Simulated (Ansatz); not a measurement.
# Ge: an axial (c/a) deformation path

The task here is to estimate one member of a computed series from the others.

Program: Ansatz 0.2.0. Level of theory: DFT PBEsol, scalar-relativistic, plane waves, PAW. These are calculated values, not measurements.

1 further run of the same task is left out (set aside as unsound or not needed).

## The system as given

It takes space group Cmcm (No. 63, orthorhombic). Conventional cell: a = 2.976 Å, b = 5.189 Å, c = 4.728 Å, α = 90.00°, β = 90.00°, γ = 90.00°. Around Ge (site symmetry m2m) lie 12 Ge at 2.92 to 2.99 Å.

Structure file:

```xyz
2
Lattice="1.4881 -2.5947 0.0000 1.4881 2.5947 0.0000 0.0000 0.0000 4.7276" Properties=species:S:1:pos:R:3 pbc="T T T"
Ge    1.4881   -0.8643    1.1819
Ge    1.4881    0.8643    3.5457
```

The structure comes from the Materials Project (structure only).

The first run:

input.yaml reads:

```yaml
crystal:
  lattice:
    - [1.488052925, -2.59468961, 0.0]
    - [1.488052925, 2.59468961, 0.0]
    - [0.0, 0.0, 4.72759579]
  atoms:
    - { symbol: Ge, position: [0.66655337, 0.33344663, 0.25] }
    - { symbol: Ge, position: [0.33344663, 0.66655337, 0.75] }
basis:
  ecutwfc: 420
kpoints:
  mp_grid: { grid: [8, 8, 4] }
hamiltonian:
  xc: pbesol
scf:
  occupations: { method: gaussian, width: 0.1 }
output:
  forces: true
  stress: true
  eigenvalues: true
```

Started as:

```
> ansatz run input.yaml --threads 1 --pin off --max-ram 1228MiB --backend cpu --events-out ev --progress --plain --runs-dir out
```

Among the steps run: Quick check of gap, pressure and forces; The reference: the undisturbed cell on the scan's mesh; ρ = 0.850; Point ρ = 1.200; ρ = 0.920; Point ρ = 1.100.

One table of the session follows, with a row left open; its other results are not shown here.

```
    ρ  ΔE (meV/atom)  pressure (GPa)
0.850           47.3             1.9
0.920           23.9             0.8
1.000            0.0             0.4
1.100              ?               ?
1.200           32.5             1.8
```

Q: Estimate the row for ρ = 1.100 from the others.

Worked estimate for «ΔE (meV/atom)». A straight line through the neighbours (1.000, 0.0) and (1.200, 32.5) gives 0.0 + (32.5 − 0.0) × (1.100 − 1.000) / (1.200 − 1.000) = 16.3; a parabola fitted to 3 rows on both sides gives -0.2.

**Answer.** ΔE (meV/atom): -0.4; pressure (GPa): 0.7. In «ΔE (meV/atom)» the line misses by +16.7 and the parabola by +0.2.
